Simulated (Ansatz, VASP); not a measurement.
Au in VASP and in Ansatz

Contents of INCAR:

```
SYSTEM = Au
  PREC = Accurate
  ENCUT = 520
  EDIFF = 1E-6
  ISMEAR = -1
  SIGMA = 0.05
  LREAL = .FALSE.
  LASPH = .TRUE.
  NELM = 60
  ALGO = Normal
  ISIF = 2
  LWAVE = .FALSE.
  LCHARG = .FALSE.
  GGA = PE
  NBANDS = 18
```

File KPOINTS:

```
Automatic mesh
0
G
  12 12 12
  0 0 0
```

Contents of POSCAR:

```
Au
1.0
    0.0000000000      2.5698079636      2.5698079636
    2.5698079636      0.0000000000      2.5698079636
    2.5698079636      2.5698079636      0.0000000000
Au
2
Direct
   -0.1250000000     -0.1250000000     -0.1250000000
    0.1250000000      0.1250000000      0.1250000000
```

Input for Ansatz:

```yaml
crystal:
  lattice:
    - [0.0, 2.5698079636, 2.5698079636]
    - [2.5698079636, 0.0, 2.5698079636]
    - [2.5698079636, 2.5698079636, 0.0]
  atoms:
    - { symbol: Au, position: [-0.125, -0.125, -0.125] }
    - { symbol: Au, position: [0.125, 0.125, 0.125] }
kpoints:
  mp_grid: { grid: [12, 12, 12] }
scf:
  occupations: { method: fermi_dirac, width: 0.05 }
hamiltonian:
  xc: pbe
  pseudopotentials: { kind: nc }
output:
  forces: true
  stress: true
  eigenvalues: true
```

Change from the starting cell: volume scaled by 0.58, norm-conserving files.

Alike in both runs: task single point; functional PBE; k mesh 12 × 12 × 12; occupations fermi-dirac, width 0.05 eV; no spin polarisation.

```csv
,VASP,Ansatz
version,VASP 6.6.1,Ansatz 0.2.0
potentials or method,"VASP PAW PBE potentials, release 64 (Au)","norm-conserving pseudopotentials, scalar-relativistic"
plane-wave cutoff (eV),520,1034
valence electrons in the cell,22,38
```

```tsv
	VASP	Ansatz	Ansatz less VASP
pressure (GPa)	131.0	133.5	+2.51
```

The two sets of potentials don't hold the same shells in valence.

Caveats: the cell as given lies far from equilibrium; so large a pressure means that the cell lies far from this level's equilibrium, or that cutoff or potentials fall short (VASP). Spin-orbit coupling is left out, which matters for the levels of Au.
